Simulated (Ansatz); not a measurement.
# Lu (fcc type): the cost of one run

Method: DFT PBE, with the methods named in each step, in Ansatz 0.2.0.

This is Lu in the fcc structure; at room conditions it is hcp.

## 1. The system as given

It takes space group Fm-3m (No. 225, cubic). Conventional cell: a = 4.882 Å, b = 4.882 Å, c = 4.882 Å, α = 90.00°, β = 90.00°, γ = 90.00°. Around Lu (site symmetry m-3m) lie 12 Lu at 3.45 Å.

Coordinates:

```
Lu
1.0
     0.00000    2.44092    2.44092
     2.44092    0.00000    2.44092
     2.44092    2.44092    0.00000
Lu
1
Cartesian
  0.0000 0.0000 0.0000
```

Whether this phase is the stable one at these pressures isn't tested.

## 2. The reference volume, LAPW

File input.yaml:

```yaml
crystal:
  lattice:
    - [0.0, 2.4409205575, 2.4409205575]
    - [2.4409205575, 0.0, 2.4409205575]
    - [2.4409205575, 2.4409205575, 0.0]
  atoms:
    - { symbol: Lu, position: [0.0, 0.0, 0.0] }
kpoints:
  mp_grid: { grid: [15, 15, 15] }
  band_path:
    path:
      - [0.0, 0.0, 0.0]
      - [0.5, 0.0, 0.5]
      - [0.625, 0.25, 0.625]
      - [0.375, 0.375, 0.75]
      - [0.0, 0.0, 0.0]
      - [0.5, 0.5, 0.5]
      - [0.5, 0.25, 0.75]
      - [0.5, 0.0, 0.5]
    npoints: 14
scf:
  occupations: { method: fermi_dirac, width: 0.1 }
hamiltonian:
  xc: pbe
  pseudopotentials: { kind: all_electron, lapw: { basis_error: 0.001 } }
output:
  forces: true
  stress: true
  eigenvalues: true
  populations: true
  dos: { projected: true, de: 0.2, e_range: [-14, 8] }
```

Launch:

```bash
ansatz run input.yaml --threads 1 --pin off --max-ram 2048MiB --backend cpu --events-out ev --progress --plain --runs-dir out
```

What time and memory should one allow on 1 thread of Arm Neoverse V2, shared host?

About 12 s, with a peak of 0.31 GiB.
